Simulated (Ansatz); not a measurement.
# AlN: the cost of one run

Computed with Ansatz 0.2.0 (DFT PBE, scalar-relativistic, plane waves, PAW, unless a step's input says otherwise).

2 further runs of the same task are left out: 2 set aside as unsound or not needed.

## (1) The structure to begin with

Symmetry: F-43m, No. 216, cubic system. Conventional cell: a = 4.403 Å, b = 4.403 Å, c = 4.403 Å, α = 90.00°, β = 90.00°, γ = 90.00°. Al (site symmetry -43m) has 4 N at 1.91 Å as nearest neighbours. Around N (site symmetry -43m) lie 4 Al at 1.91 Å.

Coordinates:

```xyz
2
Lattice="0.0000 2.2016 2.2016 2.2016 0.0000 2.2016 2.2016 2.2016 0.0000" Properties=species:S:1:pos:R:3 pbc="T T T"
Al    0.0000    0.0000    0.0000
N     3.3024    3.3024    3.3024
```

It goes back to an entry of the Materials Project, which need not be the stable form.

It is the result of an earlier relaxation at this level (volume 10.67 Å³/atom; gap on the mesh: 3.31 eV).

## (2) Building the linear chain

A free-standing chain of the crystal's atoms, periodic along c. Atoms and period relax; energies count from the bulk, -462.1055 eV an atom.

The cell holds 1 Al, 1 N: a = 9.000 Å, b = 9.300 Å, c = 3.432 Å, α = 90.00°, β = 90.00°, γ = 90.00°.

## (3) The relaxation run

Pressure and volume refer to the whole cell with its vacuum; only the period along c may change.

File input.yaml:

```yaml
crystal:
  lattice:
    - [9.0, 0.0, 0.0]
    - [0.0, 9.3, 0.0]
    - [0.0, 0.0, 3.4319346519]
  atoms:
    - { symbol: Al, position: [0.5, 0.5, 0.0], spin: 0.5 }
    - { symbol: "N", position: [0.5, 0.5, 0.5], spin: 0.5 }
basis:
  ecutwfc: 420
kpoints:
  mp_grid: { grid: [1, 1, 19] }
hamiltonian:
  xc: pbe
scf:
  occupations: { method: gaussian, width: 0.05 }
output:
  forces: true
  stress: true
  eigenvalues: true
  populations: true
  write_density: true
  write_potential: true
  elf: true
  volumetric_format: npy
magnetization:
  spin_polarized: true
relax:
  adjacent_minimum: "off"
  f_tol: 0.01
  max_steps: 45
  cell: { fix: [a, b, alpha, beta, gamma], stress_tol: 0.03 }
```

Started as:

```bash
$ ansatz run input.yaml --threads 2 --pin off --max-ram 5120MiB --backend cpu --events-out ev --progress --plain --runs-dir out
```

**Question.** How long does this run take on 2 threads of AMD EPYC 7R43 (Zen 3), shared host, and how much memory does it need?

About 14 s, with a peak of 0.51 GiB.
